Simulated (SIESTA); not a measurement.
FeO (Wuestite):

```xyz
2
Lattice="1.5188 0.8769 2.5196 -1.5188 0.8769 2.5196 0.0000 -1.7538 2.5196" Properties=species:S:1:pos:R:3 pbc="T T T"
Fe    0.0000    0.0000    0.0000
O     0.0000    0.0000    3.7794
```

Base run:

* Program: SIESTA 5.4.2
* Functional: PBE
* Potentials or basis: PseudoDojo 0.4 standard (PBE files)
* Basis: DZP (energy shift 0.003 Ry; two zetas on semicore shells)
* Grid cutoff: 800 Ry
* Energy shift: 0.003 Ry
* k mesh: 8 × 8 × 8
* Occupations: fermi-dirac, width 0.05 eV
* Spin: collinear spin, zero start
* Starting moments: [0.0, 0.0] μB

Its results: band gap on the k mesh none (metal or under the smearing width); pressure -25.7 GPa; net moment 0.00 μB per cell.

Problem. The run is repeated on the same cell with these changes: spin from collinear spin, zero start to collinear spin, ferromagnetic start; moments at the start from [0.0, 0.0] to [3.0, 0.0]. What comes out?

Solution. Band gap on the k mesh none (metal or under the smearing width); pressure -0.4 GPa; net moment 4.00 μB per cell; site moments Fe +3.69; O +0.31 μB.

Caveats: short orbitals over semicore shells can move pressures by several GPa; the basis of atomic orbitals isn't converged, which shifts pressures, moduli and gaps; semilocal functionals often make such compounds metallic where correlation or magnetic order opens a gap, which also shifts bond lengths; a cell with one magnetic atom can't hold antiferromagnetic order, which such compounds often take (some runs).
